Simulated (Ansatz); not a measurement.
Wanted: the native input for an Ansatz 0.2.0 run.

- Task: band structure
- Functional: revPBE
- Dispersion: D4
- Potentials or basis: all-electron LAPW, scalar-relativistic
- Cutoff: 197 eV (chosen from the basis error)
- Basis error allowed: 0.0005 eV/atom
- k mesh: 10 × 10 × 10
- Occupations: fermi-dirac, width 0.01 eV
- Spin: no spin polarisation

In:

```
CELL_PARAMETERS angstrom
3.31918 0.00000 0.00000
-1.09171 3.03527 0.00000
-1.09400 -1.48740 2.64882
ATOMIC_POSITIONS crystal
In 0.99419 0.97228 0.03730
```

The cell isn't the ideal one: cell strained at random at fixed volume.

These files were run (other wordings do the same):

input.yaml

```yaml
crystal:
  lattice: { a: 3.3191838013, b: 3.2256368936, c: 3.2288478759, alpha: 108.5902768286, beta: 109.805093232, gamma: 109.78242016 }
  atoms:
    - { symbol: In, position: [-0.00581, -0.027721, 0.037296] }
kpoints:
  mp_grid: { grid: [10, 10, 10] }
  band_path:
    path: [[0.5, -0.5, 0.0], [0.0, 0.0, 0.0], [-0.5, 0.0, 0.5]]
    npoints: 10
scf:
  occupations: { method: fermi_dirac, width: 0.01 }
hamiltonian:
  xc: revpbe
  dispersion: d4
  pseudopotentials: { kind: all_electron, lapw: { basis_error: 0.0005 } }
output:
  forces: true
  stress: true
  eigenvalues: true
```

Potentials or basis: all-electron LAPW, scalar-relativistic.

Launch:

```bash
$ ansatz run input.yaml --threads 1 --pin off --max-ram 2560MiB --backend cpu --events-out ev --progress --plain --runs-dir out
```

Results of the run:

| Item | Value |
| --- | --- |
| Pressure | -0.2 GPa |
| Band gap along the path | none (metal or under the smearing width) |

Caveat: spin-orbit coupling is left out, which moves the levels of the heavy elements; pairwise dispersion overbinds metals, which lowers pressure and volume.

Wall time 12 s on 1 thread of AMD EPYC 9R45 96-Core Processor (Zen 5), on a shared host, peak memory 0.61 GiB.
